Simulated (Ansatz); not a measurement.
**CsPbCl3: equation of state with r2SCAN**

The system is CsPbCl3.

```
Pb Cs Cl
1.0
     5.60500    0.00000    0.00000
     0.00000    5.60500    0.00000
     0.00000    0.00000    5.60500
Pb Cs Cl
1 1 3
Direct
  0.50000 0.50000 0.50000
  0.00000 0.00000 0.00000
  0.50000 0.00000 0.50000
  0.00000 0.50000 0.50000
  0.50000 0.50000 0.00000
```

```
Program             : Ansatz 0.2.0
Task                : equation of state
Functional          : r2SCAN
Potentials or basis : Ansatz PAW
Cutoff              : 500 eV
Density cutoff      : 2000 eV
k mesh              : 5 × 5 × 5
Occupations         : fermi-dirac, width 0.05 eV
Spin                : spin-orbit coupling, no magnetisation
```

| Item | Value |
| --- | --- |
| Equilibrium volume | 36.32 Å³/atom |
| Bulk modulus | 25 GPa |
| Pressure derivative of the bulk modulus | 4.6 |

Energy against volume, from the lowest point:
| volume (Å³/atom) | energy (meV/atom) |
| --- | --- |
| 33.104 | 25.87 |
| 33.809 | 15.07 |
| 34.513 | 7.40 |
| 35.217 | 2.51 |
| 35.922 | 0.13 |
| 36.626 | 0.00 |
| 37.330 | 1.88 |

All runs of the series together: 3.1 min on 2 threads of Arm Neoverse V2, on a shared host.

Caveat: the PAW data sets were made with another functional, which shifts forces and pressure a little. Zero-point motion and thermal expansion aren't in these numbers.
